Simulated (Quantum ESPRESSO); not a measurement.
# InAs (F-43m) in Quantum ESPRESSO: notebook

One crystal, InAs, is run at these levels: revPBE, LDA, PBE; tasks: band structure.

Program: Quantum ESPRESSO 7.5. These are calculated values, not measurements. Logs are shortened: lines on timing, memory, paths and dates and some standing lists are left out, and cuts for length are marked.

**Experimental background.**

A printed reference work, data compilation reports, for a bulk crystal of InAs at 4.2 K: band gap 0.418 eV (direct).

How close the calculation comes is told below.

**1. Starting point**

It takes space group F-43m (No. 216, cubic). The conventional cell has a = 6.036 Å, b = 6.036 Å, c = 6.036 Å, α = 90.00°, β = 90.00°, γ = 90.00°. In (site symmetry -43m) is surrounded by 4 As at 2.61 Å. As (site symmetry -43m) has 4 In at 2.61 Å as nearest neighbours.

**2. Band structure, revPBE**

pw.in

```
&CONTROL
  calculation = 'scf'
  prefix = 'pwscf'
  outdir = './tmp'
  pseudo_dir = './pseudo'
  tprnfor = .true.
  tstress = .true.
  disk_io = 'low'
/
&SYSTEM
  ibrav = 0
  nat = 2
  ntyp = 2
  ecutwfc = 84
  nbnd = 21
  input_dft = 'revpbe'
  occupations = 'smearing'
  smearing = 'fd'
  degauss = 0.00367493
/
&ELECTRONS
  conv_thr = 4d-10
  electron_maxstep = 120
  mixing_beta = 0.5
/
ATOMIC_SPECIES
In   114.8180 In.upf
As    74.9216 As.upf
CELL_PARAMETERS bohr
   0.0000000000    5.7031934441    5.7031934441
   5.7031934441    0.0000000000    5.7031934441
   5.7031934441    5.7031934441    0.0000000000
ATOMIC_POSITIONS bohr
In     0.0000000000    0.0000000000    0.0000000000
As     8.5547901662    8.5547901662    8.5547901662
K_POINTS automatic
8 8 8 0 0 0
```

pp_density.in

```
&INPUTPP
  prefix = 'pwscf'
  outdir = './tmp'
  filplot = 'density.dat'
  plot_num = 0
/
&PLOT
  nfile = 1
  filepp(1) = 'density.dat'
  iflag = 3
  output_format = 6
  fileout = 'density.cube'
/
```

pp_potential.in

```
&INPUTPP
  prefix = 'pwscf'
  outdir = './tmp'
  filplot = 'potential.dat'
  plot_num = 11
/
&PLOT
  nfile = 1
  filepp(1) = 'potential.dat'
  iflag = 3
  output_format = 6
  fileout = 'potential.cube'
/
```

pp_elf.in

```
&INPUTPP
  prefix = 'pwscf'
  outdir = './tmp'
  filplot = 'elf.dat'
  plot_num = 8
/
&PLOT
  nfile = 1
  filepp(1) = 'elf.dat'
  iflag = 3
  output_format = 6
  fileout = 'elf.cube'
/
```

bands.in

```
&CONTROL
  calculation = 'bands'
  prefix = 'pwscf'
  outdir = './tmp'
  pseudo_dir = './pseudo'
  disk_io = 'low'
  verbosity = 'high'
/
&SYSTEM
  ibrav = 0
  nat = 2
  ntyp = 2
  ecutwfc = 84
  nbnd = 21
  input_dft = 'revpbe'
  occupations = 'smearing'
  smearing = 'fd'
  degauss = 0.00367493
/
&ELECTRONS
  conv_thr = 1d-08
  electron_maxstep = 120
  mixing_beta = 0.5
  diago_full_acc = .true.
/
ATOMIC_SPECIES
In   114.8180 In.upf
As    74.9216 As.upf
CELL_PARAMETERS bohr
   0.0000000000    5.7031934441    5.7031934441
   5.7031934441    0.0000000000    5.7031934441
   5.7031934441    5.7031934441    0.0000000000
ATOMIC_POSITIONS bohr
In     0.0000000000    0.0000000000    0.0000000000
As     8.5547901662    8.5547901662    8.5547901662
K_POINTS crystal
60
 0.0000000000  0.0000000000  0.0000000000 1
 0.0625000000  0.0000000000  0.0625000000 1
 0.1250000000  0.0000000000  0.1250000000 1
 0.1875000000  0.0000000000  0.1875000000 1
 0.2500000000  0.0000000000  0.2500000000 1
 0.3125000000  0.0000000000  0.3125000000 1
 0.3750000000  0.0000000000  0.3750000000 1
 0.4375000000  0.0000000000  0.4375000000 1
 0.5000000000  0.0000000000  0.5000000000 1
 0.5000000000  0.0625000000  0.5625000000 1
 0.5000000000  0.1250000000  0.6250000000 1
 0.5000000000  0.1875000000  0.6875000000 1
 0.5000000000  0.2500000000  0.7500000000 1
 0.4375000000  0.3125000000  0.7500000000 1
 0.3750000000  0.3750000000  0.7500000000 1
 0.3375000000  0.3375000000  0.6750000000 1
 0.3000000000  0.3000000000  0.6000000000 1
 0.2625000000  0.2625000000  0.5250000000 1
 0.2250000000  0.2250000000  0.4500000000 1
 0.1875000000  0.1875000000  0.3750000000 1
 0.1500000000  0.1500000000  0.3000000000 1
 0.1125000000  0.1125000000  0.2250000000 1
 0.0750000000  0.0750000000  0.1500000000 1
 0.0375000000  0.0375000000  0.0750000000 1
 0.0000000000  0.0000000000  0.0000000000 1
 0.0625000000  0.0625000000  0.0625000000 1
 0.1250000000  0.1250000000  0.1250000000 1
 0.1875000000  0.1875000000  0.1875000000 1
 0.2500000000  0.2500000000  0.2500000000 1
 0.3125000000  0.3125000000  0.3125000000 1
 0.3750000000  0.3750000000  0.3750000000 1
 0.4375000000  0.4375000000  0.4375000000 1
 0.5000000000  0.5000000000  0.5000000000 1
 0.5250000000  0.4500000000  0.5250000000 1
 0.5500000000  0.4000000000  0.5500000000 1
 0.5750000000  0.3500000000  0.5750000000 1
 0.6000000000  0.3000000000  0.6000000000 1
 0.6250000000  0.2500000000  0.6250000000 1
 0.5833333333  0.2500000000  0.6666666667 1
 0.5416666667  0.2500000000  0.7083333333 1
 0.5000000000  0.2500000000  0.7500000000 1
 0.5000000000  0.2857142857  0.7142857143 1
 0.5000000000  0.3214285714  0.6785714286 1
 0.5000000000  0.3571428571  0.6428571429 1
 0.5000000000  0.3928571429  0.6071428571 1
 0.5000000000  0.4285714286  0.5714285714 1
 0.5000000000  0.4642857143  0.5357142857 1
 0.5000000000  0.5000000000  0.5000000000 1
 0.4821428571  0.4821428571  0.5357142857 1
 0.4642857143  0.4642857143  0.5714285714 1
 0.4464285714  0.4464285714  0.6071428571 1
 0.4285714286  0.4285714286  0.6428571429 1
 0.4107142857  0.4107142857  0.6785714286 1
 0.3928571429  0.3928571429  0.7142857143 1
 0.3750000000  0.3750000000  0.7500000000 1
 0.6250000000  0.2500000000  0.6250000000 1
 0.5937500000  0.1875000000  0.5937500000 1
 0.5625000000  0.1250000000  0.5625000000 1
 0.5312500000  0.0625000000  0.5312500000 1
 0.5000000000  0.0000000000  0.5000000000 1
```

Potentials or basis: PseudoDojo 0.4.1 SR PBE standard.

Command:

```sh
OMP_NUM_THREADS=1 pw.x -in pw.in > pw.out
OMP_NUM_THREADS=1 pp.x -in pp_density.in > pp_density.out
OMP_NUM_THREADS=1 pp.x -in pp_potential.in > pp_potential.out
OMP_NUM_THREADS=1 pp.x -in pp_elf.in > pp_elf.out
OMP_NUM_THREADS=1 pw.x -in bands.in > bands.out
```

pw.out:

```text
This program is part of the open-source Quantum ESPRESSO suite
     for quantum simulation of materials; please cite
         "P. Giannozzi et al., J. Phys.:Condens. Matter 21 395502 (2009);
         "P. Giannozzi et al., J. Phys.:Condens. Matter 29 465901 (2017);
         "P. Giannozzi et al., J. Chem. Phys. 152 154105 (2020);
     in publications or presentations arising from this work. More details at

     IMPORTANT: XC functional enforced from input :
     Exchange-correlation= REVPBE
                           (   1   4   4   4   0   0   0)
     Any further DFT definition will be discarded
     Please, verify this is what you really want

     Message from routine setup:
     using ibrav=0 with symmetry is DISCOURAGED, use correct ibrav instead

     G-vector sticks info
     --------------------
     sticks:   dense  smooth     PW     G-vecs:    dense   smooth      PW
     Sum        1507    1507    433                38709    38709    5985

     Using Slab Decomposition

     bravais-lattice index     =            0
     lattice parameter (alat)  =       8.0655  a.u.
     unit-cell volume          =     371.0089 (a.u.)^3
     number of atoms/cell      =            2
     number of atomic types    =            2
     number of electrons       =        28.00
     number of Kohn-Sham states=           21
     kinetic-energy cutoff     =      84.0000  Ry
     charge density cutoff     =     336.0000  Ry
     scf convergence threshold =      4.0E-10
     mixing beta               =       0.5000
     number of iterations used =            8  plain     mixing
     Exchange-correlation= REVPBE
                           (   1   4   4   4   0   0   0)

     celldm(1)=   8.065534  celldm(2)=   0.000000  celldm(3)=   0.000000
     celldm(4)=   0.000000  celldm(5)=   0.000000  celldm(6)=   0.000000

     crystal axes: (cart. coord. in units of alat)
               a(1) = (   0.000000   0.707107   0.707107 )
               a(2) = (   0.707107   0.000000   0.707107 )
               a(3) = (   0.707107   0.707107   0.000000 )

     reciprocal axes: (cart. coord. in units 2 pi/alat)
               b(1) = ( -0.707107  0.707107  0.707107 )
               b(2) = (  0.707107 -0.707107  0.707107 )
               b(3) = (  0.707107  0.707107 -0.707107 )

     PseudoPot. # 1 for In read from file:
     In.upf
     Pseudo is Norm-conserving + core correction, Zval = 13.0
     Generated using ONCVPSP code by D. R. Hamann
     Using radial grid of 1964 points,  6 beta functions with:
                l(1) =   0
                l(2) =   0
                l(3) =   1
                l(4) =   1
                l(5) =   2
                l(6) =   2

     PseudoPot. # 2 for As read from file:
     As.upf
     Pseudo is Norm-conserving + core correction, Zval = 15.0
     Generated using ONCVPSP code by D. R. Hamann
     Using radial grid of 1358 points,  6 beta functions with:
                l(1) =   0
                l(2) =   0
                l(3) =   1
                l(4) =   1
                l(5) =   2
                l(6) =   2

     atomic species   valence    mass     pseudopotential
     In               13.00   114.81800     In( 1.00)
     As               15.00    74.92160     As( 1.00)

     24 Sym. Ops. (no inversion) found

   Cartesian axes

     site n.     atom                  positions (alat units)
         1        In     tau(   1) = (   0.0000000   0.0000000   0.0000000  )
         2        As     tau(   2) = (   1.0606602   1.0606602   1.0606602  )

     number of k points=    29  Fermi-Dirac smearing, width (Ry)=  0.0037
                       cart. coord. in units 2pi/alat
        k(    1) = (   0.0000000   0.0000000   0.0000000), wk =   0.0039062
        k(    2) = (   0.0883883   0.0883883  -0.0883883), wk =   0.0312500
        k(    3) = (   0.1767767   0.1767767  -0.1767767), wk =   0.0312500
        k(    4) = (   0.2651650   0.2651650  -0.2651650), wk =   0.0312500
        k(    5) = (  -0.3535534  -0.3535534   0.3535534), wk =   0.0156250
        k(    6) = (   0.1767767   0.0000000   0.0000000), wk =   0.0234375
[... 21 lines left out ...]
        k(   28) = (  -0.7071068   0.1767767  -0.0000000), wk =   0.0468750
        k(   29) = (  -0.7071068   0.3535534   0.0000000), wk =   0.0234375

     Dense  grid:    38709 G-vectors     FFT dimensions: (  48,  48,  48)

     Initial potential from superposition of free atoms

     starting charge      27.9959, renormalised to      28.0000
     Starting wfcs are   18 randomized atomic wfcs +    3 random wfcs

     Self-consistent Calculation

     iteration #  1     ecut=    84.00 Ry     beta= 0.50
     Davidson diagonalization with overlap
     ethr =  1.00E-02,  avg # of iterations =  6.1

     Threshold (ethr) on eigenvalues was too large:
     Diagonalizing with lowered threshold

     Davidson diagonalization with overlap
     ethr =  2.42E-04,  avg # of iterations =  2.6

     total energy              =    -345.21323049 Ry
     estimated scf accuracy    <       0.06657172 Ry
[... 57 lines left out ...]
     iteration # 10     ecut=    84.00 Ry     beta= 0.50
     Davidson diagonalization with overlap
     ethr =  2.26E-12,  avg # of iterations =  1.2

     End of self-consistent calculation

          k = 0.0000 0.0000 0.0000 (  4909 PWs)   bands (ev):

   -26.8796 -26.8796 -26.8796 -26.8713 -26.8713  -6.1994  -6.1994  -6.1994
    -6.0746  -6.0746  -3.5913   8.2094   8.2704   8.2704   8.2704  12.2063
    12.2063  12.2063  15.9649  17.9756  17.9757

          k = 0.0884 0.0884-0.0884 (  4834 PWs)   bands (ev):
[... 19 lines left out ...]
   -26.8796 -26.8794 -26.8794 -26.8712 -26.8712  -6.3196  -6.1677  -6.1677
    -6.0663  -6.0663  -2.1123   2.5103   7.2779   7.2779   9.3140  12.9769
    12.9769  15.2722  17.4823  19.1468  19.1468

          k = 0.1768 0.0000 0.0000 (  4825 PWs)   bands (ev):

   -26.8797 -26.8796 -26.8796 -26.8713 -26.8713  -6.2313  -6.1878  -6.1878
    -6.0791  -6.0713  -3.3759   6.3657   7.7382   7.7382  10.0796  11.5474
    12.9766  12.9766  15.9797  17.1670  18.1519

          k = 0.2652 0.0884-0.0884 (  4822 PWs)   bands (ev):
[... 25 lines left out ...]
   -26.8796 -26.8795 -26.8794 -26.8713 -26.8712  -6.2881  -6.1734  -6.1697
    -6.0773  -6.0694  -2.6767   3.9923   6.5153   7.6491  10.3795  12.9298
    13.0513  13.7821  16.2834  17.4856  18.5716

          k = 0.0000-0.1768 0.1768 (  4806 PWs)   bands (ev):

   -26.8796 -26.8796 -26.8795 -26.8713 -26.8713  -6.2477  -6.1869  -6.1809
    -6.0779  -6.0717  -3.1729   5.4193   7.1681   8.0264  10.1687  12.3086
    12.6099  13.3842  16.2395  17.0348  17.8116

          k = 0.3536 0.0000 0.0000 (  4833 PWs)   bands (ev):

   -26.8798 -26.8794 -26.8794 -26.8714 -26.8711  -6.2985  -6.1591  -6.1591
    -6.0921  -6.0634  -2.7850   4.6075   6.8385   6.8385  10.5939  11.1340
    14.5873  14.5873  15.0853  18.6657  19.4751

          k = 0.4419 0.0884-0.0884 (  4805 PWs)   bands (ev):
[... 13 lines left out ...]
   -26.8796 -26.8794 -26.8793 -26.8712 -26.8711  -6.3378  -6.1546  -6.1446
    -6.0801  -6.0692  -1.8125   2.7275   5.1818   6.7686  10.7634  13.1735
    14.4356  14.9956  16.4922  17.5661  19.8500

          k = 0.0000-0.3536 0.3536 (  4836 PWs)   bands (ev):

   -26.8796 -26.8795 -26.8794 -26.8712 -26.8712  -6.3171  -6.1610  -6.1575
    -6.0765  -6.0721  -2.1992   3.3167   5.4436   7.2230  10.9376  13.3601
    13.7023  13.7821  16.3984  18.1546  20.0338

          k = 0.5303-0.0000 0.0000 (  4824 PWs)   bands (ev):

   -26.8800 -26.8792 -26.8792 -26.8714 -26.8709  -6.3566  -6.1296  -6.1296
    -6.1068  -6.0554  -2.0072   3.1222   6.1750   6.1750  10.0338  10.7275
    16.4018  16.4145  16.4145  19.4204  21.1257

          k =-0.0884-0.6187 0.6187 (  4834 PWs)   bands (ev):

   -26.8799 -26.8792 -26.8791 -26.8714 -26.8709  -6.3674  -6.1285  -6.1233
    -6.1052  -6.0555  -1.6700   2.6348   5.6087   6.0930  10.2046  11.0738
    16.0106  16.5854  17.7420  19.7488  20.3534

          k = 0.0000-0.5303 0.5303 (  4830 PWs)   bands (ev):

   -26.8798 -26.8793 -26.8792 -26.8713 -26.8710  -6.3579  -6.1404  -6.1287
    -6.0945  -6.0622  -1.5818   2.5752   4.9950   6.3141  10.4444  12.6120
    15.6823  15.7474  16.1735  18.3245  21.2690

          k =-0.7071 0.0000 0.0000 (  4800 PWs)   bands (ev):

   -26.8800 -26.8791 -26.8791 -26.8715 -26.8709  -6.3786  -6.1170  -6.1170
    -6.1132  -6.0521  -1.5645   2.4385   5.9382   5.9382   9.8840  10.3878
    17.6260  17.6370  17.6370  19.9155  20.6503

          k = 0.3536 0.1768 0.0000 (  4824 PWs)   bands (ev):

   -26.8797 -26.8794 -26.8794 -26.8713 -26.8711  -6.3000  -6.1652  -6.1605
    -6.0863  -6.0651  -2.6214   4.1118   6.2705   7.1715  11.1625  11.6141
    13.4817  14.3434  16.0987  18.5027  19.2330

          k =-0.2652-0.4419 0.6187 (  4828 PWs)   bands (ev):
[... 19 lines left out ...]
   -26.8797 -26.8794 -26.8791 -26.8713 -26.8710  -6.3528  -6.1472  -6.1293
    -6.0911  -6.0639  -1.6276   2.6443   5.1675   6.0083  11.2806  12.6166
    13.9187  15.6623  16.9773  19.4314  20.2405

          k = 0.0000-0.3536 0.5303 (  4833 PWs)   bands (ev):

   -26.8796 -26.8795 -26.8792 -26.8713 -26.8711  -6.3436  -6.1538  -6.1351
    -6.0849  -6.0682  -1.7272   2.7646   5.0508   6.3070  11.5326  13.0479
    13.4261  15.7386  16.2876  18.1265  21.0804

          k =-0.7071 0.1768-0.0000 (  4828 PWs)   bands (ev):

   -26.8799 -26.8792 -26.8791 -26.8714 -26.8709  -6.3677  -6.1320  -6.1228
    -6.1010  -6.0577  -1.5389   2.5063   5.6063   5.6418  10.8115  11.2380
    15.6979  16.0437  18.0999  20.0089  20.3749

          k =-0.7071 0.3536 0.0000 (  4788 PWs)   bands (ev):

   -26.8796 -26.8796 -26.8791 -26.8713 -26.8710  -6.3553  -6.1485  -6.1250
    -6.0895  -6.0664  -1.5130   2.5821   5.3122   5.3975  12.5477  12.6295
    13.3467  14.4282  18.2172  20.0689  20.1812

     the Fermi energy is     8.3242 ev

!    total energy              =    -345.22597525 Ry
     estimated scf accuracy    <          8.1E-11 Ry
     smearing contrib. (-TS)   =      -0.00004168 Ry
     internal energy E=F+TS    =    -345.22593357 Ry

     The total energy is F=E-TS. E is the sum of the following terms:
     one-electron contribution =    -176.25869287 Ry
     hartree contribution      =     104.67624039 Ry
     xc contribution           =     -87.85365068 Ry
     ewald contribution        =    -185.78983041 Ry

     convergence has been achieved in  10 iterations

     Forces acting on atoms (cartesian axes, Ry/au):

     atom    1 type  1   force =    -0.00000000   -0.00000000    0.00000000
     atom    2 type  2   force =     0.00000000    0.00000000    0.00000000

     Total force =     0.000000     Total SCF correction =     0.000000

     Computing stress (Cartesian axis) and pressure

          total   stress  (Ry/bohr**3)                   (kbar)     P=       57.66
   0.00039197   0.00000000   0.00000000           57.66        0.00        0.00
   0.00000000   0.00039197   0.00000000            0.00       57.66        0.00
   0.00000000   0.00000000   0.00039197            0.00        0.00       57.66

=------------------------------------------------------------------------------=
   JOB DONE.
=------------------------------------------------------------------------------=
```

Run time: 52 s. Hardware: 1 thread of AMD EPYC 9B45 (Zen 5), shared host; peak memory 0.14 GiB.

What came out:

- Free energy: -4697.0387 eV
- Pressure: 5.8 GPa
- Band gap on the k mesh: none (metal or under the smearing width)

Levels at the corners of the path, in eV from the Fermi level:
| point | band 12 | band 13 | band 14 | band 15 | band 16 | band 17 |
| --- | --- | --- | --- | --- | --- | --- |
| Γ | -0.11 | -0.05 | -0.05 | -0.05 | 3.88 | 3.88 |
| X | -5.89 | -2.39 | -2.39 | 1.56 | 2.06 | 9.30 |
| W | -5.74 | -3.01 | -2.93 | 4.22 | 4.31 | 5.02 |
| K | -5.75 | -3.33 | -2.01 | 2.12 | 4.29 | 7.36 |
| Γ | -0.11 | -0.05 | -0.05 | -0.05 | 3.88 | 3.88 |
| L | -5.81 | -1.05 | -1.05 | 0.99 | 4.65 | 4.65 |
| U | -5.75 | -3.33 | -2.01 | 2.12 | 4.29 | 7.36 |
| W | -5.74 | -3.01 | -2.93 | 4.22 | 4.31 | 5.02 |
| L | -5.81 | -1.05 | -1.05 | 0.99 | 4.65 | 4.65 |
| K | -5.75 | -3.33 | -2.01 | 2.12 | 4.29 | 7.36 |
| U | -5.75 | -3.33 | -2.01 | 2.12 | 4.29 | 7.36 |
| X | -5.89 | -2.39 | -2.39 | 1.56 | 2.06 | 9.30 |

Caveat: the potentials were made for another functional, which shifts forces and pressure; spin-orbit coupling is left out, which moves the levels of the heavy elements; this crystal is a semiconductor, whose small gap the functional closes, so the metal is an error of the method.

**3. Band structure, LDA**

pw.in

```
&CONTROL
  calculation = 'scf'
  prefix = 'pwscf'
  outdir = './tmp'
  pseudo_dir = './pseudo'
  tprnfor = .true.
  tstress = .true.
  disk_io = 'low'
/
&SYSTEM
  ibrav = 0
  nat = 2
  ntyp = 2
  ecutwfc = 45
  ecutrho = 360
  nbnd = 15
  occupations = 'smearing'
  smearing = 'fd'
  degauss = 0.00367493
/
&ELECTRONS
  conv_thr = 4d-10
  electron_maxstep = 120
  mixing_beta = 0.5
/
ATOMIC_SPECIES
In   114.8180 in_lda_v1.4.uspp.F.UPF
As    74.9216 as_lda_v1.uspp.F.UPF
CELL_PARAMETERS angstrom
   0.0000000000    3.0180000000    3.0180000000
   3.0180000000    0.0000000000    3.0180000000
   3.0180000000    3.0180000000    0.0000000000
ATOMIC_POSITIONS angstrom
In     0.0000000000    0.0000000000    0.0000000000
As     4.5270000000    4.5270000000    4.5270000000
K_POINTS automatic
8 8 8 0 0 0
```

bands.in, as its differences from that of step 2:

```diff
@@ -12,5 +12,5 @@
   ntyp = 2
-  ecutwfc = 84
-  nbnd = 21
-  input_dft = 'revpbe'
+  ecutwfc = 45
+  ecutrho = 360
+  nbnd = 15
   occupations = 'smearing'
@@ -26,11 +26,11 @@
 ATOMIC_SPECIES
-In   114.8180 In.upf
-As    74.9216 As.upf
-CELL_PARAMETERS bohr
-   0.0000000000    5.7031934441    5.7031934441
-   5.7031934441    0.0000000000    5.7031934441
-   5.7031934441    5.7031934441    0.0000000000
-ATOMIC_POSITIONS bohr
+In   114.8180 in_lda_v1.4.uspp.F.UPF
+As    74.9216 as_lda_v1.uspp.F.UPF
+CELL_PARAMETERS angstrom
+   0.0000000000    3.0180000000    3.0180000000
+   3.0180000000    0.0000000000    3.0180000000
+   3.0180000000    3.0180000000    0.0000000000
+ATOMIC_POSITIONS angstrom
 In     0.0000000000    0.0000000000    0.0000000000
-As     8.5547901662    8.5547901662    8.5547901662
+As     4.5270000000    4.5270000000    4.5270000000
 K_POINTS crystal
```

Potentials or basis: GBRV 1.5 LDA.

Command:

```sh
OMP_NUM_THREADS=1 pw.x -in pw.in > pw.out
OMP_NUM_THREADS=1 pw.x -in bands.in > bands.out
```

Run time: 21 s. Hardware: 1 thread of AMD EPYC 9B45 (Zen 5), shared host; peak memory 0.2 GiB.

The run converged. Its results:

```yaml
Free_energy: -2353.0988 eV
Pressure: -0.6 GPa
Band_gap_on_the_k_mesh: none (metal or under the smearing width)
```

Levels at the corners of the path, in eV from the Fermi level:
```tsv
point	band 7	band 8	band 9	band 10	band 11	band 12
Γ	-0.47	-0.05	-0.05	-0.05	3.77	3.77
X	-6.02	-2.42	-2.42	1.36	1.90	8.96
W	-5.88	-3.06	-2.99	4.08	4.17	4.83
K	-5.88	-3.39	-2.04	1.94	4.13	7.13
Γ	-0.47	-0.05	-0.05	-0.05	3.77	3.77
L	-5.94	-1.06	-1.06	0.74	4.57	4.57
U	-5.88	-3.39	-2.04	1.94	4.13	7.13
W	-5.88	-3.06	-2.99	4.08	4.17	4.83
L	-5.94	-1.06	-1.06	0.74	4.57	4.57
K	-5.88	-3.39	-2.04	1.94	4.13	7.13
U	-5.88	-3.39	-2.04	1.94	4.13	7.13
X	-6.02	-2.42	-2.42	1.36	1.90	8.96
```

Caveat: spin-orbit coupling is left out, which moves the levels of the heavy elements; this crystal is a semiconductor, whose small gap the functional closes, so the metal is an error of the method.

(Continued in part 2 of 2.)
